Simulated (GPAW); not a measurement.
CdS (Greenockite):

```
CELL_PARAMETERS angstrom
4.15000 0.00000 0.00000
-2.07500 3.59401 0.00000
0.00000 0.00000 6.73700
ATOMIC_POSITIONS crystal
Cd 0.66667 0.33333 0.50000
Cd 0.33333 0.66667 0.00000
S 0.66667 0.33333 0.87500
S 0.33333 0.66667 0.37500
```

Base run:

```yaml
Program: GPAW 26.7.0
Functional: PBEsol
Potentials_or_basis: PAW data sets generated in the run's folder for this functional
Cutoff: 450 eV
Basis: pw
k_mesh: 6 × 6 × 3
Occupations: fermi-dirac, width 0.001 eV
Spin: no spin polarisation
```

Its results: band gap on the k mesh 1.04 eV, direct; electronic dielectric tensor (diagonal) 5.98, 5.98, 6.09.

**Question.** After a change of settings the same cell gave: band gap on the k mesh 1.16 eV, direct; electronic dielectric tensor (diagonal) 5.71, 5.71, 5.82. Which change was it?
A. functional from PBEsol to RPBE; potentials or basis from PAW data sets generated in the run's folder for this functional to the program's PAW data sets (release 1.2.1) made for this functional
B. functional from PBEsol to LDA; potentials or basis from PAW data sets generated in the run's folder for this functional to the program's PAW data sets (release 1.2.1) made for this functional
C. functional from PBEsol to GLLB-SC; potentials or basis from PAW data sets generated in the run's folder for this functional to the program's PAW data sets (release 1.2.1) made for this functional
D. functional from PBEsol to AM05

**Answer.** D.

Caveats: the long-wavelength limit can be off by several per cent where d states take part.

Runs at the PBE level aren't shown here.
